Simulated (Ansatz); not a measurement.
Ba (hcp)

The computed numbers are results of PBE, scalar-relativistic (no spin polarisation) in the plane-wave PAW code Ansatz at 420 eV, 12×12×6 k-mesh, Gaussian smearing of 0.05 eV. The datasets are Ansatz's generated set soft_2.

```yaml
crystal:
  lattice:
    - [4.46813, 0.00000, 0.00000]
    - [-2.23407, 3.86952, 0.00000]
    - [0.00000, 0.00000, 7.34250]
  atoms:
    - { symbol: Ba, position: [0.33333, 0.66667, 0.75000] }
    - { symbol: Ba, position: [0.66667, 0.33333, 0.25000] }
```

At room temperature and ambient pressure Ba is bcc.

Path: Γ–M–K–Γ–A–L–H–A | L–M | H–K, with Γ = (0.000, 0.000, 0.000), M = (0.500, 0.000, 0.000), K = (0.333, 0.333, 0.000), A = (0.000, 0.000, 0.500), L = (0.500, 0.000, 0.500), H = (0.333, 0.333, 0.500) in reciprocal vectors of the calculation's cell.

Levels between -3 and 5 eV from the Fermi level at the path's named points:
```tsv
point	below E_F (eV)	above E_F (eV)
Γ	-2.76 -0.95	1.02 1.71 1.76 1.76 2.17 2.17 2.69 2.69 3.94 3.94 4.75 4.86
M	-0.71 -0.41 -0.19	0.59 1.33 1.67 1.86 4.20 4.52 4.63 4.71 4.75 4.82 4.89
K	-0.08	0.12 0.12 0.29 1.16 1.16 2.02 3.52 3.52 3.96 3.96 4.04 4.84
A	-1.82 -1.82	0.99 0.99 1.76 1.76 1.76 1.76 3.73 3.73 3.73 3.73 4.69 4.69
L	-0.75 -0.75	0.44 0.44 1.49 1.49 2.55 2.55 4.07 4.07 4.66 4.66
H		0.13 0.13 0.23 0.23 0.82 0.82 2.32 2.32 3.75 3.75
```

Question: By these bands, is it a metal or an insulator, and if it has a gap, where are the band edges on this path?

Answer: A metal: bands cross the Fermi level.

No spin–orbit coupling, a notable omission for heavy elements.
